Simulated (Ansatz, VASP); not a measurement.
# Cross-check of SiC (Moissanite 6O SiC) between VASP and Ansatz

One calculation is typed for both programs; each brings its own data sets. How far apart do they land? The cell is taken from a series of runs on this material, whose earlier steps may have relaxed, scaled, displaced or heated it; both programs get it as it stands.

Program: Ansatz 0.2.0. Level of theory: plane waves, with VASP 6.6.1 beside it; relaxation of cell and atoms at PBEsol. Results are calculated unless marked as measured.

## 1. The structure

The structure is orthorhombic, space group Cmc2_1 (No. 36). Conventional cell: a = 3.078 Å, b = 5.335 Å, c = 15.122 Å, α = 90.00°, β = 90.00°, γ = 90.00°. Si has 4 C at 1.87 to 1.91 Å nearest. Nearest to Si lie 4 C at 1.87 to 1.92 Å. Si has 4 C at 1.87 to 1.92 Å nearest. Nearest to C lie 4 Si at 1.87 to 1.92 Å. C has 4 Si at 1.87 to 1.91 Å nearest. Farther neighbours are not listed.

## 2. VASP: relaxation of cell and atoms, PBEsol

The relaxed volume is the usual yardstick between codes: in a stiff, nearly cubic crystal its relative difference is about their pressure difference at one cell divided by the bulk modulus.

Lines of VASP's logs that name or quote its potential files are left out, and so is its time.

Contents of INCAR:

```
SYSTEM = SiC
PREC = Accurate
ENCUT = 600
EDIFF = 1E-07
NELM = 120
ISMEAR = 0
SIGMA = 0.02
LREAL = .FALSE.
ALGO = Normal
GGA = PS
NBANDS = 36
LORBIT = 11
LWAVE = .FALSE.
LCHARG = .FALSE.
ISIF = 3
IBRION = 2
NSW = 80
EDIFFG = -0.005
LASPH = .TRUE.
GGA_COMPAT = .FALSE.
NELMIN = 4
EFERMI = MIDGAP
KPAR = 2
```

Contents of POSCAR:

```
SiC
1.0
    1.5389000000     -2.6675000000      0.0000000000
    1.5389000000      2.6675000000      0.0000000000
    0.0000000000      0.0000000000     15.1219000000
Si C
6 6
Direct
    0.1672999063      0.8327000937      0.8579999868
    0.8327000937      0.1672999063      0.3579999868
    0.5006999063      0.4993000937      0.5241000139
    0.4993000937      0.5006999063      0.0241000139
    0.8357000937      0.1642999063      0.6912399897
    0.1642999063      0.8357000937      0.1912399897
    0.4960000000      0.5040000000      0.6503000284
    0.5040000000      0.4960000000      0.1503000284
    0.1600000000      0.8400000000      0.9816999848
    0.8400000000      0.1600000000      0.4816999848
    0.8290000000      0.1710000000      0.8168000053
    0.1710000000      0.8290000000      0.3168000053
```

Contents of KPOINTS:

```
Automatic mesh
0
Gamma
8 8 2
0 0 0
```

Potentials, in the order of the species: Si and C (PBE family, release 64).

Command:

```bash
mpirun -np 2 vasp_std
```

Numbers of over 12 decimals in the logs are rounded to 6 here.

The program printed:

```text
[banner, memory and clock lines left out]
running    2 mpi-ranks, on    1 nodes
 distrk:  each k-point on    1 cores,    2 groups
 distr:  one band on    1 cores,    1 groups

 POSCAR found type information on POSCAR SiC
 POSCAR found :  2 types and      12 ions
|                                                                             |
|               ----> ADVICE to this user running VASP <----                  |
|                                                                             |
|     You enforced a specific xc type in the INCAR file but a different       |
|     [... a line on the potential file left out ...]
|     I HOPE YOU KNOW WHAT YOU ARE DOING!                                     |
|                                                                             |

 LDA part: xc-table for (Slater+PW92), standard interpolation
 POSCAR, INCAR and KPOINTS ok, starting setup
 FFT: planning ... GRIDC
 FFT: planning ... GRID_SOFT
 FFT: planning ... GRID
 WAVECAR not read
 entering main loop
       N       E                     dE             d eps       ncg     rms          rms(c)
DAV:   1     0.130150335598E+03    0.13015E+03   -0.23749E+04  3024   0.135E+03
DAV:   2    -0.935477231982E+02   -0.22370E+03   -0.21007E+03  3916   0.218E+02
DAV:   3    -0.106047442203E+03   -0.12500E+02   -0.12406E+02  3948   0.485E+01
DAV:   4    -0.106238209249E+03   -0.19077E+00   -0.19035E+00  3824   0.685E+00
DAV:   5    -0.106242223031E+03   -0.40138E-02   -0.40100E-02  3884   0.949E-01    0.214E+01
DAV:   6    -0.958752186121E+02    0.10367E+02   -0.29613E+01  3736   0.200E+01    0.975E+00
DAV:   7    -0.955260538387E+02    0.34916E+00   -0.30910E+00  3964   0.667E+00    0.396E+00
DAV:   8    -0.954505184124E+02    0.75535E-01   -0.21216E-01  3640   0.182E+00    0.119E+00
DAV:   9    -0.954400816688E+02    0.10437E-01   -0.26527E-02  3744   0.716E-01    0.170E-01
DAV:  10    -0.954404039819E+02   -0.32231E-03   -0.15928E-03  3676   0.180E-01    0.870E-02
DAV:  11    -0.954404289531E+02   -0.24971E-04   -0.11520E-04  3840   0.599E-02    0.145E-02
DAV:  12    -0.954404278665E+02    0.10866E-05   -0.74412E-06  3740   0.120E-02    0.714E-03
DAV:  13    -0.954404284803E+02   -0.61380E-06   -0.14673E-06  3772   0.488E-03    0.346E-03
DAV:  14    -0.954404285119E+02   -0.31569E-07   -0.13054E-07  2276   0.177E-03
   1 F= -.95440429E+02 E0= -.95440429E+02  d E =-.954404E+02
[... from here on, the cycles between the ionic steps are left out ...]
   2 F= -.95442600E+02 E0= -.95442600E+02  d E =-.217107E-02
   3 F= -.95502256E+02 E0= -.95502256E+02  d E =-.618275E-01
   9 F= -.95507704E+02 E0= -.95507704E+02  d E =-.542063E-03
  10 F= -.95507879E+02 E0= -.95507879E+02  d E =-.174908E-03
  11 F= -.95507946E+02 E0= -.95507946E+02  d E =-.242628E-03
  12 F= -.95507950E+02 E0= -.95507950E+02  d E =-.246690E-03
  13 F= -.95508024E+02 E0= -.95508024E+02  d E =-.738244E-04
  14 F= -.95508065E+02 E0= -.95508065E+02  d E =-.114221E-03
  15 F= -.95508127E+02 E0= -.95508127E+02  d E =-.621666E-04
  16 F= -.95508157E+02 E0= -.95508157E+02  d E =-.919444E-04
  17 F= -.95508140E+02 E0= -.95508140E+02  d E =-.750498E-04
  18 F= -.95508162E+02 E0= -.95508162E+02  d E =-.976788E-04
  19 F= -.95508209E+02 E0= -.95508209E+02  d E =-.467129E-04
 ZBRENT: can't locate minimum, use default step
 trial-energy change:   -0.000047  1 .order   -0.000047   -0.000053   -0.000041
 step:   1.3628(harm=  1.5114)  dis= 0.00385  next Energy=   -95.508279 (dE=-0.117E-03)
 bond charge predicted
       N       E                     dE             d eps       ncg     rms          rms(c)
DAV:   1    -0.955082732809E+02   -0.64314E-04   -0.33341E-02  3024   0.957E-01    0.382E-02
DAV:   2    -0.955082899351E+02   -0.16654E-04   -0.44526E-04  3920   0.993E-02    0.226E-02
DAV:   3    -0.955082814088E+02    0.85263E-05   -0.15100E-05  3788   0.212E-02    0.125E-02
DAV:   4    -0.955082795270E+02    0.18818E-05   -0.95175E-06  3840   0.150E-02    0.299E-03
DAV:   5    -0.955082796454E+02   -0.11844E-06   -0.18115E-06  3696   0.628E-03    0.180E-03
DAV:   6    -0.955082796487E+02   -0.32569E-08   -0.85335E-08  2072   0.146E-03
  20 F= -.95508280E+02 E0= -.95508280E+02  d E =-.117379E-03
 curvature:  -3.16 expect dE=-0.431E-04 dE for cont linesearch -0.148E-05
 trial: gam=-0.02282 g(F)=  0.708E-05 g(S)=  0.659E-05 ort = 0.175E-04 (trialstep = 0.545E+00)
 search vector abs. value=  0.132E-04
 reached required accuracy - stopping structural energy minimisation
```

From OUTCAR (step 2):

```text
ion  position               nearest neighbor table
   1  0.167  0.833  0.858-  11 1.87  11 1.87   9 1.87  11 1.91   4 3.07   4 3.08   4 3.08   5 3.08
                             5 3.09   5 3.09
   2  0.833  0.167  0.358-  12 1.87  12 1.87  10 1.87  12 1.91   3 3.07   3 3.08   3 3.08   6 3.08
                             6 3.09   6 3.09
   3  0.501  0.499  0.524-  10 1.87  10 1.87   7 1.91  10 1.92   2 3.07   2 3.08   2 3.08   5 3.09
                             5 3.09   5 3.10
   4  0.499  0.501  0.024-   9 1.87   9 1.87   8 1.91   9 1.92   1 3.07   1 3.08   1 3.08   6 3.09
                             6 3.09   6 3.10
   5  0.836  0.164  0.691-   7 1.87   7 1.87  11 1.90   7 1.92   1 3.08   3 3.09   3 3.09   1 3.09
                             1 3.09   3 3.10
   6  0.164  0.836  0.191-   8 1.87   8 1.87  12 1.90   8 1.92   2 3.08   4 3.09   4 3.09   2 3.09
                             2 3.09   4 3.10
   7  0.496  0.504  0.650-   5 1.87   5 1.87   3 1.91   5 1.92
   8  0.504  0.496  0.150-   6 1.87   6 1.87   4 1.91   6 1.92
   9  0.160  0.840  0.982-   1 1.87   4 1.87   4 1.87   4 1.92
  10  0.840  0.160  0.482-   2 1.87   3 1.87   3 1.87   3 1.92
  11  0.829  0.171  0.817-   1 1.87   1 1.87   5 1.90   1 1.91
  12  0.171  0.829  0.317-   2 1.87   2 1.87   6 1.90   2 1.91

  LATTYP: Found a base centered orthorhombic cell.
 ALAT       =     3.0778000000
 B/A-ratio  =     1.7333809864
 C/A-ratio  =     4.9132172331

 Subroutine GETGRP returns: Found  4 space group operations
 (whereof  2 operations were pure point group operations)

The static configuration has the point symmetry C_1h.
 The point group associated with its full space group is C_2v.

 Found     42 irreducible k-points:

   k-points           NKPTS =     42   k-points in BZ     NKDIM =     42   number of bands    NBANDS=     36

   dimension x,y,z NGX =    28 NGY =   28 NGZ =  126
   dimension x,y,z NGXF=    56 NGYF=   56 NGZF=  252

   ENCUT  =  600.0 eV  44.10 Ry    6.64 a.u.   6.15  6.15 30.20*2*pi/ulx,y,z

   NELECT =      48.0000    total number of electrons

 k-points in reciprocal lattice and weights: Automatic mesh
   0.00000000  0.00000000  0.00000000       0.008
   0.12500000  0.00000000  0.00000000       0.031
   0.25000000  0.00000000  0.00000000       0.031
   0.37500000  0.00000000  0.00000000       0.031
   0.50000000  0.00000000  0.00000000       0.016
   0.12500000  0.12500000  0.00000000       0.016
   0.25000000  0.12500000  0.00000000       0.031
   0.37500000  0.12500000  0.00000000       0.031
   0.50000000  0.12500000  0.00000000       0.031
[...]
-0.37500000  0.37500000  0.50000000       0.016
   0.50000000  0.50000000  0.50000000       0.008

 average (electrostatic) potential at core
       1 -80.1060       2 -80.1060       3 -80.1545       4 -80.1545       5 -80.0888
       6 -80.0888       7 -44.9266       8 -44.9266       9 -45.0021      10 -45.0021
      11 -44.9409      12 -44.9409

 E-fermi :   9.0597

 k-point     1 :       0.0000    0.0000    0.0000
  band No.  band energies     occupation
    ...
     20       7.8002      2.00000
     21       7.8005      2.00000
     22       8.0678      2.00000
     23       8.1037      2.00000
     24       8.1039      2.00000
     25      13.2217      0.00000
     26      13.3903      0.00000
     27      13.8009      0.00000
     28      14.3122      0.00000
     29      14.3604      0.00000
    ...

 k-point     2 :       0.1250    0.0000    0.0000
  band No.  band energies     occupation
    ...
     20       7.2053      2.00000
     21       7.5013      2.00000
     22       7.5515      2.00000
     23       7.8954      2.00000
     24       7.9821      2.00000
     25      13.2602      0.00000
     26      13.6015      0.00000
     27      13.6700      0.00000
     28      14.2933      0.00000
     29      14.5402      0.00000
    ...

 k-point     3 :       0.2500    0.0000    0.0000
  band No.  band energies     occupation
    ...
     20       6.4510      2.00000
     21       6.9505      2.00000
     22       6.9809      2.00000
     23       7.3935      2.00000
     24       7.5722      2.00000
     25      11.6645      0.00000
     26      11.9007      0.00000
     27      12.3777      0.00000
     28      13.0108      0.00000
     29      13.7813      0.00000
    ...

  Total        0.0339031      0.0016401      0.0220531      0.0000000      0.0000000      0.0000000
  in kB        0.4376012      0.0211695      0.2846479      0.0000000      0.0000000      0.0000000
  external PRESSURE =       0.2478062 kB  Pullay stress =       0.0000000 kB

  energy-cutoff  :      600.00
  volume of cell :      124.13
      direct lattice vectors                 reciprocal lattice vectors
     1.539851062 -2.667336428  0.000000000     0.324706728 -0.187452919  0.000000000
     1.539851062  2.667336428  0.000000000     0.324706728  0.187452919  0.000000000
     0.000000000  0.000000000 15.110714010     0.000000000  0.000000000  0.066178210

 POSITION                                       TOTAL-FORCE (eV/Angst)
 -----------------------------------------------------------------------------------
      1.53985      1.77891     12.96052         0.000000     -0.003586     -0.000350
      1.53985     -1.77891      5.40516         0.000000      0.003586     -0.000350
      1.53985     -0.00012      7.92529         0.000000     -0.003551      0.000037
      1.53985      0.00012      0.36993         0.000000      0.003551      0.000037
      1.53985     -1.77838     10.44477         0.000000      0.003707     -0.002906
      1.53985      1.77838      2.88941         0.000000     -0.003707     -0.002906
      1.53985     -0.00008      9.81946         0.000000     -0.002362      0.002421
      1.53985      0.00008      2.26410         0.000000      0.002362      0.002421
      1.53985      1.77851     14.84916         0.000000     -0.002759      0.002100
      1.53985     -1.77851      7.29381         0.000000      0.002759      0.002100
      1.53985     -1.77771     12.33356         0.000000      0.000670     -0.001302
      1.53985      1.77771      4.77820         0.000000     -0.000670     -0.001302
 -----------------------------------------------------------------------------------
    total drift:                               -0.000000     -0.000000     -0.000393

  FREE ENERGIE OF THE ION-ELECTRON SYSTEM (eV)
  ---------------------------------------------------
  free  energy   TOTEN  =       -95.5082796487 eV

  energy  without entropy=      -95.5082796487  energy(sigma->0) =      -95.50827965

 reached required accuracy - stopping structural energy minimisation

 total charge
# of ion       s       p       d       tot
------------------------------------------
    1        0.708   0.973   0.000   1.682
    2        0.708   0.973   0.000   1.682
    3        0.708   0.972   0.000   1.680
    4        0.708   0.972   0.000   1.680
    5        0.709   0.970   0.000   1.679
    6        0.709   0.970   0.000   1.679
    7        0.832   1.701   0.000   2.533
    8        0.832   1.701   0.000   2.533
    9        0.831   1.699   0.000   2.531
   10        0.831   1.699   0.000   2.531
   11        0.831   1.701   0.000   2.532
   12        0.831   1.701   0.000   2.532
--------------------------------------------------
tot          9.240  16.032   0.000  25.272

[... 3 further parts left out ...]
```

CONTCAR:

```
SiC
   1.00000000000000
     1.5398510620843484   -2.6673364276354152    0.0000000000000000
     1.5398510620843484    2.6673364276354152    0.0000000000000000
     0.0000000000000000    0.0000000000000000   15.1107140098879054
  Si              C
     6     6
Direct
     0.1665374456301816    0.8334625543698182    0.8577037665641304
     0.8334625543698182    0.1665374456301816    0.3577037665641308
     0.5000220820922453    0.4999779179077546    0.5244815623255816
     0.4999779179077546    0.5000220820922453    0.0244815623255814
     0.8333620529985984    0.1666379470014017    0.6912162716237914
     0.1666379470014017    0.8333620529985984    0.1912162716237916
     0.5000143685950112    0.4999856314049890    0.6498343354461025
     0.4999856314049890    0.5000143685950112    0.1498343354461026
     0.1666124915285914    0.8333875084714085    0.9826910995762385
     0.8333875084714085    0.1666124915285914    0.4826910995762389
     0.8332363592374564    0.1667636407625437    0.8162129733641578
     0.1667636407625437    0.8332363592374564    0.3162129733641577
```

The run keeps the 4 symmetry operations of its start, so it cannot find a distortion of lower symmetry.

(Continued in part 2 of 2.)

[Lines on the potential files, build, host, timing and source positions are cut from VASP's logs without a mark.]

[Logs are printed without paths, hosts, clocks, repeated set-up lines and the standing remarks that a program may print on its own settings, such as how far it seeks lower states.]

[Hosts, paths, dates, database ids (printed as entryN), source tags and the programs' standing remarks are cut or masked in the printed files.]
